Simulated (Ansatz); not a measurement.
BN in Ansatz: the effect of target pressure

The system is BN.

```
N B
1.0
     2.55394    0.00000    0.00000
    -1.27697    2.21178    0.00000
     0.00000    0.00000    4.22685
N B
2 2
Direct
  0.33333 0.66667 0.12528
  0.66667 0.33333 0.62528
  0.33333 0.66667 0.49972
  0.66667 0.33333 0.99972
```

Measurements of this composition are mostly on another form, of space group No. 194.

Alike in all runs:

| Item | Value |
| --- | --- |
| Program | Ansatz 0.2.0 |
| Task | relaxation of cell and atoms |
| Functional | PBEsol |
| Potentials or basis | all-electron LAPW, scalar-relativistic |
| Basis error allowed | 0.002 eV/atom |
| k mesh | 12 × 12 × 6 |
| Occupations | fermi-dirac, width 0.05 eV |
| Spin | no spin polarisation |

Each run relaxes the cell or the atoms first.

Question: One run gave: relaxed volume 5.80 Å³/atom; gap on the mesh 4.93 eV. Which target pressure did it use?
A. 30 GPa
B. 5 GPa
C. 20 GPa
D. 10 GPa
E. 0 GPa

Answer: B.

```tsv
target pressure	relaxed volume (Å³/atom)	gap on the mesh (eV)
0 GPa	5.88	4.95
5 GPa	5.80	4.93
10 GPa	5.73	4.90
20 GPa	5.60	4.85
30 GPa	5.49	4.79
```

A k mesh can miss the band edges.
